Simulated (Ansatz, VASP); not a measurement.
Two plane-wave programs on SnTe

```
CELL_PARAMETERS angstrom
0.00000 3.18935 3.18935
3.18935 0.00000 3.18935
3.18935 3.18935 0.00000
ATOMIC_POSITIONS crystal
Sn 0.00000 0.00000 0.00000
Te 0.50000 0.50000 0.50000
```

Alike in both runs: task single point; functional r2SCAN; k mesh 6 × 6 × 6; occupations fermi-dirac, width 0.02 eV; no spin polarisation.

```csv
,VASP,Ansatz
version,VASP 6.6.1,Ansatz 0.2.0
potentials or method,"VASP PAW PBE potentials, release 64 (Sn_d, Te)","plane waves, PAW"
plane-wave cutoff (eV),520,500
valence electrons in the cell,20,30
```

|  | VASP | Ansatz | Ansatz less VASP |
| --- | --- | --- | --- |
| pressure (GPa) | 0.0 | 0.0 | -0.01 |

The two sets of potentials don't hold the same shells in valence.

Caveats: the PAW data sets were made with another functional, which shifts forces and pressure a little (VASP).
